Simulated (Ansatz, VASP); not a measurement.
# Cs: VASP beside Ansatz

```
Cs
1.0
    -2.59537    2.59537    2.59537
     2.59537   -2.59537    2.59537
     2.59537    2.59537   -2.59537
Cs
1
Direct
  0.00000 0.00000 0.00000
```

Change from the starting cell: volume scaled by 0.6, LAPW.

Alike in both runs: task single point; functional PBE; k mesh 9 × 9 × 9; occupations fermi-dirac, width 0.05 eV; no spin polarisation.

|  | VASP | Ansatz |
| --- | --- | --- |
| version | VASP 6.6.1 | Ansatz 0.2.0 |
| potentials or method | VASP PAW PBE potentials, release 64 (Cs_sv), cutoff 520 eV | all-electron LAPW, scalar-relativistic |

|  | VASP | Ansatz | Ansatz less VASP |
| --- | --- | --- | --- |
| pressure (GPa) | 2.3 | 2.3 | +0.01 |

Ansatz ran all-electron here, so the differences hold the error of VASP's frozen core and of both bases.

Spin-orbit coupling is left out, which matters for the levels of Cs.
